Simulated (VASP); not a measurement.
# BaO (Fm-3m) in VASP: dielectric tensor with r2SCAN

Aim: the dielectric tensor of BaO with r2SCAN.

Program: VASP 6.6.1. These are calculated values, not measurements. Logs are shortened: lines on timing, memory, paths and dates and some standing lists are left out, and cuts for length are marked.

### 1 Starting point

It takes space group Fm-3m (No. 225, cubic). Conventional cell: a = 5.532 Å, b = 5.532 Å, c = 5.532 Å, α = 90.00°, β = 90.00°, γ = 90.00°. Around Ba (site symmetry m-3m) lie 6 O at 2.77 Å. O (site symmetry m-3m) has 6 Ba at 2.77 Å as nearest neighbours.

The cell is a database's computed one.

### 2 Dielectric tensor, r2SCAN

INCAR reads:

```
SYSTEM = BaO
ALGO     = Normal         ! electronic algorithm
EDIFF    = 1E-8           ! SCF threshold, eV
ENCUT    = 520            ! plane-wave cutoff, eV
ISIF     = 2              ! what is computed and relaxed
ISMEAR   = 0              ! smearing method
LASPH    = .TRUE.         ! aspherical terms in the spheres
LCALCEPS = .TRUE.       
LCHARG   = .FALSE.        ! write CHGCAR
LMIXTAU  = .TRUE.       
LREAL    = .FALSE.        ! projectors in reciprocal space
LWAVE    = .FALSE.        ! write WAVECAR
METAGGA  = R2SCAN         ! meta-GGA
NELM     = 100            ! most SCF steps
PREC     = Accurate       ! precision mode
SIGMA    = 0.02           ! smearing width, eV
```

KPOINTS reads:

```
k-points
0
G
  8 8 8
  0 0 0
```

POSCAR reads:

```
BaO
1.0
    0.0000000000      2.7658300000      2.7658300000
    2.7658300000      0.0000000000      2.7658300000
    2.7658300000      2.7658300000      0.0000000000
Ba O
1 1
Direct
    0.0000000000      0.0000000000      0.0000000000
    0.5000000000      0.5000000000      0.5000000000
```

Potentials or basis: VASP PAW PBE potentials, release 64 (Ba_sv, O).

The run is started by

```console
$ cat potpaw_PBE.64/Ba_sv/POTCAR potpaw_PBE.64/O/POTCAR > POTCAR
$ mpirun -np 1 vasp_std > vasp.out
```

OUTCAR:

```text
SYSTEM = BaO
   EDIFF = 1E-8
   ENCUT = 520
   ISIF = 2
   ISMEAR = 0
   LASPH = .TRUE.
   LREAL = .FALSE.
   METAGGA = R2SCAN
   NELM = 100
   PREC = Accurate

 ion  position               nearest neighbor table
   1  0.000  0.000  0.000-   2 2.77   2 2.77   2 2.77   2 2.77   2 2.77   2 2.77
   2  0.500  0.500  0.500-   1 2.77   1 2.77   1 2.77   1 2.77   1 2.77   1 2.77

  LATTYP: Found a face centered cubic cell.
 ALAT       =     5.5316600000

  Lattice vectors:

 A1 = (   0.0000000000,   2.7658300000,   2.7658300000)
 A2 = (   2.7658300000,   0.0000000000,   2.7658300000)
 A3 = (   2.7658300000,   2.7658300000,   0.0000000000)

Analysis of symmetry for initial positions (statically):
=====================================================================
 Subroutine PRICEL returns:
 Original cell was already a primitive cell.

 Routine SETGRP: Setting up the symmetry group for a
 face centered cubic supercell.

 Subroutine GETGRP returns: Found 48 space group operations
 (whereof 48 operations were pure point group operations)
 out of a pool of 48 trial point group operations.

The static configuration has the point symmetry O_h .

Analysis of symmetry for dynamics (positions and initial velocities):
=====================================================================
 Subroutine PRICEL returns:
 Original cell was already a primitive cell.

 Routine SETGRP: Setting up the symmetry group for a
 face centered cubic supercell.

 Subroutine GETGRP returns: Found 48 space group operations
 (whereof 48 operations were pure point group operations)
 out of a pool of 48 trial point group operations.

The dynamic configuration has the point symmetry O_h .

 Subroutine INISYM returns: Found 48 space group operations
 (whereof 48 operations are pure point group operations),
 and found     1 'primitive' translations

----------------------------------------------------------------------------------------

                                     Primitive cell

  volume of cell :      42.3162

  direct lattice vectors                    reciprocal lattice vectors
     0.000000000  2.765830000  2.765830000    -0.180777560  0.180777560  0.180777560
     2.765830000  0.000000000  2.765830000     0.180777560 -0.180777560  0.180777560
[... 142 lines left out ...]
 fundamental gap:   9998.3195571148
 Fermi energy:         1.7671467648

 k-point     1 :       0.0000    0.0000    0.0000
  band No.  band energies     occupation
      1     -24.9977      2.00000
      2     -14.3162      2.00000
      3      -9.0698      2.00000
      4      -9.0698      2.00000
      5      -9.0698      2.00000
      6       1.2968      2.00000
      7       1.2968      2.00000
      8       1.2968      2.00000
      9   10000.0000      0.00000
     10   10000.0000      0.00000
     11   10000.0000      0.00000
     12   10000.0000      0.00000
[... 331 lines left out ...]
 k-point    24 :      -0.3750    0.2500    0.1250
  band No.  band energies     occupation
      1     -24.6842      2.00000
      2     -14.8676      2.00000
      3      -9.7228      2.00000
      4      -9.6975      2.00000
      5      -9.1925      2.00000
      6       0.1237      2.00000
      7       0.7341      2.00000
      8       0.7937      2.00000
      9   10000.0000      0.00000
     10   10000.0000      0.00000
     11   10000.0000      0.00000
     12   10000.0000      0.00000

 [... further k-points ...]

------------------------ aborting loop because EDIFF is reached ----------------------------------------

            Ionic dipole moment: p[ion]=(   -16.59498   -16.59498   -16.59498 ) |e| Angst

 Total electronic dipole moment: p[elc]=(     0.00000     0.00000     0.00694 ) |e| Angst

 MACROSCOPIC STATIC DIELECTRIC TENSOR (including local field effects)
 ------------------------------------------------------
           3.965542    -0.000000    -0.000000
          -0.000000     3.965542    -0.000000
          -0.000000    -0.000000     3.965542
 ------------------------------------------------------

 PIEZOELECTRIC TENSOR (including local field effects) (e Angst)
          XX          YY          ZZ          XY          YZ          ZX
  --------------------------------------------------------------------------------
  x     0.00000     0.00000     0.00000     0.00000     0.00000     0.00000
  y     0.00000     0.00000     0.00000     0.00000     0.00000     0.00000
  z     0.00000     0.00000     0.00000     0.00000     0.00000     0.00000

 PIEZOELECTRIC TENSOR (including local field effects) (C/m^2)
          XX          YY          ZZ          XY          YZ          ZX
  --------------------------------------------------------------------------------
  x     0.00000     0.00000     0.00000     0.00000     0.00000     0.00000
  y     0.00000     0.00000     0.00000     0.00000     0.00000     0.00000
  z     0.00000     0.00000     0.00000     0.00000     0.00000     0.00000

 BORN EFFECTIVE CHARGES (including local field effects) (in |e|, cummulative output)
 ---------------------------------------------------------------------------------
 ion    1
    1     2.70944    -0.00000     0.00000
    2     0.00000     2.70944     0.00000
    3    -0.00000     0.00000     2.70944
 ion    2
    1    -2.70944     0.00000    -0.00000
    2    -0.00000    -2.70944    -0.00000
    3    -0.00000    -0.00000    -2.70944

  FORCE on cell =-STRESS in cart. coord.  units (eV):
  Direction    XX          YY          ZZ          XY          YZ          ZX
  --------------------------------------------------------------------------------------
  -------------------------------------------------------------------------------------
  Total        0.5904830      0.5904830      0.5904830      0.0000000      0.0000000      0.0000000
  in kB       22.3568993     22.3568993     22.3568993      0.0000000      0.0000000      0.0000000
  external PRESSURE =      22.3568993 kB  Pullay stress =       0.0000000 kB

 VOLUME and BASIS-vectors are now :
 -----------------------------------------------------------------------------
  energy-cutoff  :      520.00
  volume of cell :       42.32
      direct lattice vectors                 reciprocal lattice vectors
     0.000000000  2.765830000  2.765830000    -0.180777560  0.180777560  0.180777560
     2.765830000  0.000000000  2.765830000     0.180777560 -0.180777560  0.180777560
     2.765830000  2.765830000  0.000000000     0.180777560  0.180777560 -0.180777560

 POSITION                                       TOTAL-FORCE (eV/Angst)
 -----------------------------------------------------------------------------------
      0.00000      0.00000      0.00000         0.000000     -0.000000     -0.000000
      2.76583      2.76583      2.76583        -0.000000      0.000000      0.000000
 -----------------------------------------------------------------------------------
    total drift:                                0.000000      0.000000      0.000000

  FREE ENERGIE OF THE ION-ELECTRON SYSTEM (eV)
  ---------------------------------------------------
  free  energy   TOTEN  =       -37.8191282054 eV

  energy  without entropy=      -37.8191282054  energy(sigma->0) =      -37.81912821
```

It took 44 min on 1 thread of Intel Xeon Platinum 8488C (Sapphire Rapids), shared host; peak memory 0.47 GiB.

Results:

```
Band gap on the k mesh                  : 2.29 eV, direct
Electronic dielectric tensor (diagonal) : 3.97
Born charges (mean of the diagonal)     : Ba +2.71; O -2.71 e
```

Electronic dielectric tensor:
```
3.97 0.00 0.00
0.00 3.97 0.00
0.00 0.00 3.97
```

Born effective charge tensors (e):
atom 1, Ba
```
2.71 0.00 0.00
0.00 2.71 0.00
0.00 0.00 2.71
```
atom 2, O
```
-2.71  0.00  0.00
 0.00 -2.71  0.00
 0.00  0.00 -2.71
```

Dipole moments of the cell (e·Å, modulo the quantum): ionic -16.595, -16.595, -16.595; electronic 0.000, 0.000, 0.007

Caveat: the PAW data sets were made with another functional, which shifts forces and pressure a little; spin-orbit coupling is left out, which moves the levels of the heavy elements. A k mesh can miss the band edges.
